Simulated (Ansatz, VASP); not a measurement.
# SnTe2 in two plane-wave programs, part 2 of 2

Aim: how closely do two programs agree when they are given the same cell, functional and k mesh? The cell is generated by rule, not measured, and may not be a known phase. The cell is taken from a series of runs on this material, whose earlier steps may have relaxed, scaled, displaced or heated it; both programs get it as it stands.

VASP 6.6.1 and Ansatz 0.2.0.

So far. Step 2 (Ansatz: single point, PBE, pair 1): The run ends at a pressure of 0.64 GPa, with forces up to 0.33 eV/Å. Step 3 (VASP: single point, PBE, pair 1): The run ends at a pressure of 0.61 GPa, with forces up to 0.33 eV/Å.

The structure was built from a prototype and need not be the compound's stable phase.

### 5. Ansatz: single point, PBE, pair 2

Level of this step: Ansatz beside VASP: Kohn-Sham DFT, plane waves, PBE (Ansatz).

A single point gives forces, pressure and levels at one fixed geometry, so differences don't come from the geometry; what else differs is listed under the comparison. This pair takes another cell of the material, with 12 atoms against 6 for the pair before.

The cell is taken from a series of runs on this material, whose earlier steps may have relaxed, scaled, displaced or heated it; both programs get it as it stands.

The input, input.yaml:

```yaml
crystal:
  lattice:
    - [0.0, -3.7227547923, -3.7227547923]
    - [7.4455095846, 3.7227547923, -3.7227547923]
    - [3.7227547923, -7.4455095846, 3.7227547923]
  atoms:
    - { symbol: Sn, position: [0.0, 0.0, 0.0] }
    - { symbol: Sn, position: [0.75, 0.75, 0.5] }
    - { symbol: Sn, position: [0.5, 0.5, 0.0] }
    - { symbol: Sn, position: [0.25, 0.25, 0.5] }
    - { symbol: Te, position: [0.1875, 0.9375, 0.625] }
    - { symbol: Te, position: [0.9375, 0.6875, 0.125] }
    - { symbol: Te, position: [0.6875, 0.4375, 0.625] }
    - { symbol: Te, position: [0.4375, 0.1875, 0.125] }
    - { symbol: Te, position: [0.0625, 0.3125, 0.875] }
    - { symbol: Te, position: [0.8125, 0.0625, 0.375] }
    - { symbol: Te, position: [0.5625, 0.8125, 0.875] }
    - { symbol: Te, position: [0.3125, 0.5625, 0.375] }
kpoints:
  mp_grid: { grid: [8, 4, 8] }
hamiltonian:
  xc: pbe
scf:
  occupations: { method: methfessel_paxton, width: 0.2 }
output:
  forces: true
  stress: true
  eigenvalues: true
```

On the command line:

```
$ ansatz run input.yaml --threads 4 --pin off --max-ram 7168MiB --backend cpu --events-out ev --progress --plain --runs-dir out
```

Numbers of over 12 decimals in the logs are rounded to 6 here.

Log:

```text
[...]
Crystal: 12 atoms, lattice volume = 412.746 Å³
Basis set: ecut = 420 eV, 8065 PW (Γ), exchange–correlation on 72×128×128 points (8 copies of the dense FFT grid, shifted against one another)
Bands: 111, of which v1, the nominal top of the filled ones, is band 92 counted from 1 (91 counted from 0)
Symmetry: 16 space group operations
[...]
k-points: 78 of 256
[...]
k-point 0: bands = [... 88 lower, 6.5737, 7.4309, 7.4309, 7.5539, 7.5539, 7.9274, 7.9274, 8.5799, ... 15 higher]
  k-point 1: bands = [... 88 lower, 6.8140, 7.0213, 7.4200, 7.4436, 7.8084, 7.9009, 8.3721, 8.5404, ... 15 higher]
  k-point 2: bands = [... 88 lower, 6.6176, 6.8937, 7.3143, 7.7823, 8.1169, 8.2460, 8.4407, 8.7133, ... 15 higher]
  k-point 77: bands = [... 88 lower, 7.7826, 7.7826, 8.1161, 8.1161, 8.2467, 8.2467, 8.7139, 8.7139, ... 15 higher]
[key lines of the parts left out:]
SCF converged after 7 iterations
Free energy (F): -79934.989213 eV
Fermi energy:    7.910702 eV
P = ⅓ Tr σ = -0.0224 GPa (-0.224 kbar)
```

The run ends at a pressure of -0.02 GPa, with forces up to 0.014 eV/Å.

### 6. VASP: single point, PBE, pair 2

The same cell, functional, mesh and smearing now go to VASP, with its own data sets.

The input, INCAR:

```
SYSTEM = SnTe2
PREC = Accurate
ENCUT = 500
EDIFF = 1E-06
NELM = 120
ISMEAR = 1
SIGMA = 0.2
LREAL = .FALSE.
ALGO = Normal
GGA = PE
NBANDS = 64
LORBIT = 11
LWAVE = .FALSE.
LCHARG = .FALSE.
ISIF = 2
LASPH = .TRUE.
GGA_COMPAT = .FALSE.
KPAR = 2
```

The input, POSCAR:

```
SnTe2
1.0
    0.0000000000     -3.7227547923     -3.7227547923
    7.4455095846      3.7227547923     -3.7227547923
    3.7227547923     -7.4455095846      3.7227547923
Sn Te
4 8
Direct
    0.0000000000      0.0000000000      0.0000000000
    0.7500000000      0.7500000000      0.5000000000
    0.5000000000      0.5000000000      0.0000000000
    0.2500000000      0.2500000000      0.5000000000
    0.1875000000      0.9375000000      0.6250000000
    0.9375000000      0.6875000000      0.1250000000
    0.6875000000      0.4375000000      0.6250000000
    0.4375000000      0.1875000000      0.1250000000
    0.0625000000      0.3125000000      0.8750000000
    0.8125000000      0.0625000000      0.3750000000
    0.5625000000      0.8125000000      0.8750000000
    0.3125000000      0.5625000000      0.3750000000
```

The input, KPOINTS:

```
Automatic mesh
0
Gamma
8 4 8
0 0 0
```

Potentials, in the order of the species: Sn_d and Te (PBE family, release 64).

On the command line:

```
$ mpirun -np 2 vasp_std
```

Log:

```text
[banner, memory and clock lines left out]
running    2 mpi-ranks, on    1 nodes
[...]
LDA part: xc-table for (Slater+PW92), standard interpolation
 POSCAR, INCAR and KPOINTS ok, starting setup
[...]
entering main loop
       N       E                     dE             d eps       ncg     rms          rms(c)
DAV:   1     0.964687527735E+03    0.96469E+03   -0.42329E+04  9992   0.164E+03
DAV:   2     0.120760921036E+03   -0.84393E+03   -0.82079E+03 10376   0.420E+02
DAV:   3    -0.271184371370E+02   -0.14788E+03   -0.14279E+03 11480   0.172E+02
DAV:   4    -0.385269621264E+02   -0.11409E+02   -0.11038E+02 11816   0.458E+01
[...]
DAV:  12    -0.390119128706E+02   -0.49515E-05   -0.49114E-06 10528   0.733E-03    0.161E-02
DAV:  13    -0.390119202568E+02   -0.73862E-05   -0.12627E-05  9888   0.120E-02    0.306E-02
DAV:  14    -0.390119195064E+02    0.75037E-06   -0.50656E-07  6584   0.286E-03
   1 F= -.39011920E+02 E0= -.39017279E+02  d E =0.160786E-01
```

OUTCAR, selected parts (step 6):

```text
  Total       -0.1052124     -0.1645462     -0.1645462     -0.0532937     -0.0372143      0.0532936
  in kB       -0.4084081     -0.6387267     -0.6387267     -0.2068727     -0.1444567      0.2068723
  external PRESSURE =      -0.5619539 kB  Pullay stress =       0.0000000 kB

 POSITION                                       TOTAL-FORCE (eV/Angst)
 -----------------------------------------------------------------------------------
      0.00000      0.00000      0.00000         0.000000      0.000000      0.000000
      7.44551     -3.72275     -3.72275         0.000000      0.000000      0.000000
      3.72275      0.00000     -3.72275         0.000000      0.000000      0.000000
      3.72275     -3.72275      0.00000         0.000000      0.000000      0.000000
      9.30689     -1.86138     -1.86138         0.010186      0.007024     -0.007024
      5.58413     -1.86138     -5.58413         0.010186      0.007024     -0.007024
      5.58413     -5.58413     -1.86138         0.010186      0.007024     -0.007024
      1.86138     -1.86138     -1.86138         0.010186      0.007024     -0.007024
      5.58413     -5.58413      1.86138        -0.010186     -0.007024      0.007024
      1.86138     -5.58413     -1.86138        -0.010186     -0.007024      0.007024
      9.30689     -5.58413     -1.86138        -0.010186     -0.007024      0.007024
      5.58413     -1.86138     -1.86138        -0.010186     -0.007024      0.007024
 -----------------------------------------------------------------------------------
    total drift:                                0.000000      0.000000     -0.000000

  FREE ENERGIE OF THE ION-ELECTRON SYSTEM (eV)
  ---------------------------------------------------
  free  energy   TOTEN  =       -39.0119195064 eV

  energy  without entropy=      -39.0279980734  energy(sigma->0) =      -39.01727903

[... 3 further parts left out ...]
[key lines of the parts left out:]
E-fermi :   5.3258
```

The run ends at a pressure of -0.06 GPa, with forces up to 0.014 eV/Å.

### 7. Side by side

What differs besides the data sets and the points named for the pairs above, as far as they apply: the data sets hold 184 valence electrons in Ansatz (on its default PAW (the set named soft_2) files) and 104 in VASP. Total energies have different zeros and are not compared.

The two programs side by side:

| quantity | Ansatz | VASP | difference |
| --- | --- | --- | --- |
| pressure (GPa) | -0.02 | -0.06 | +0.03 |

### 8. Summary of results

| Property | Result |
| --- | --- |
| r.m.s. force difference (single point, PBE, pair 1) | 0.55 meV/Å |
| difference in pressure (single point, PBE, pair 2) | 0.034 GPa |

The r.m.s. force difference is 0.55 meV/Å (single point, PBE, pair 1), within the 12 meV/Å picked in this series as the mark of a large difference. The data sets hold unlike numbers of valence electrons (92 in Ansatz and 52 in VASP and 184 in Ansatz and 104 in VASP), so part of the differences comes from the potentials. Such differences can come from data sets, numerical settings and the points named under the comparisons, not from the functional's error against experiment.

[Lines on the potential files, build, host, timing and source positions are cut from VASP's logs without a mark.]

[Logs are printed without paths, hosts, clocks, repeated set-up lines and the standing remarks that a program may print on its own settings, such as how far it seeks lower states.]

[Hosts, paths, dates, database ids (printed as entryN), source tags and the programs' standing remarks are cut or masked in the printed files.]
